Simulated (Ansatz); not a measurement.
Runs of Ansatz 0.2.0 on TiO2 (Anatase). Symmetry: I4_1/amd, No. 141, tetragonal system. Conventional cell: a = 3.784 Å, b = 3.784 Å, c = 9.515 Å, α = 90.00°, β = 90.00°, γ = 90.00°. Ti (site symmetry -4m2) has 6 O at 1.93 to 1.98 Å as nearest neighbours. Around O (site symmetry 2mm) lie 3 Ti at 1.93 to 1.98 Å. 

```tsv
potentials or basis	cutoff (eV)	gap on the mesh (eV)	pressure (GPa)	relaxed volume (Å³/atom)	largest force (eV/Å)
SPMS NC	1034	2.18	0.0	11.66	-
PseudoDojo stringent (PBE files)	1252	2.16	0.0	11.65	0.01
Ansatz PAW	420	2.13	0.0	11.66	-
Ansatz PAW earlier set	930	2.13	0.0	(a)	0.01
Ansatz PAW earlier set	910	2.12	0.0	11.66	-
PseudoDojo standard (PBE files)	1143	2.16	0.0	11.64	0.01
JTH PAW	1380	2.13	0.0	11.69	0.01
Ansatz NC	1240	(b)	0.0	11.66	-
```

Alike in all rows: task relaxation of cell and atoms; level PBE; no spin polarisation; cell relaxed; k mesh 10 × 10 × 10; smearing fermi-dirac 0.05 eV.

Q: Fill in the values left out.

A: (a) 11.67; (b) 2.14.

Caveats: the plane-wave basis is chosen anew once the cell has moved, so the energies of steps on either side of that aren't comparable.

A k mesh can miss the band edges.
